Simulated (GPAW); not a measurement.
The system is ZnS (Wurtzite-2H).

```xyz
4
Lattice="3.8110 0.0000 0.0000 -1.9055 3.3004 0.0000 0.0000 0.0000 6.2340" Properties=species:S:1:pos:R:3 pbc="T T T"
Zn    1.9055    1.1001    3.1170
Zn    0.0000    2.2003    0.0000
S     1.9055    1.1001    5.5171
S     0.0000    2.2003    2.4001
```

Base run:

```yaml
Program: GPAW 26.7.0
Functional: PBEsol
Potentials_or_basis: PAW data sets generated in the run's folder for this functional
Cutoff: 600 eV
Basis: pw
k_mesh: 6 × 6 × 3
Occupations: fermi-dirac, width 0.05 eV
Spin: no spin polarisation
```

Its results: band gap on the k mesh 2.10 eV, direct; pressure -1.3 GPa; largest force 0.313 eV/Å.

Task: The run is repeated on the same cell with these changes: functional from PBEsol to PW91; band points from 100 to 80. What comes out?

Result: Band gap on the k mesh 2.21 eV, direct; pressure 2.0 GPa; largest force 0.324 eV/Å.
